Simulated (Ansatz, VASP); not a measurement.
## Al: VASP beside Ansatz

```
CELL_PARAMETERS angstrom
0.00000 2.05145 2.05145
2.05145 0.00000 2.05145
2.05145 2.05145 0.00000
ATOMIC_POSITIONS crystal
Al 0.00000 0.00000 0.00000
```

Alike in both runs: task single point; functional PBEsol; k mesh 12 × 12 × 12; occupations methfessel-paxton of order 1, width 0.1 eV; no spin polarisation.

|  | VASP | Ansatz |
| --- | --- | --- |
| version | VASP 6.6.1 | Ansatz 0.2.0 |
| potentials or method | VASP PAW PBE potentials, release 64 (Al) | plane waves, PAW |
| plane-wave cutoff (eV) | 520 | 450 |
| valence electrons in the cell | 3 | 3 |

|  | VASP | Ansatz | Ansatz less VASP |
| --- | --- | --- | --- |
| pressure (GPa) | -4.5 | -4.6 | -0.05 |

The functional is the same, so the differences come from potentials, cutoffs and numerics.

Caveats: the PAW data sets were made with another functional, which shifts forces and pressure a little (VASP).
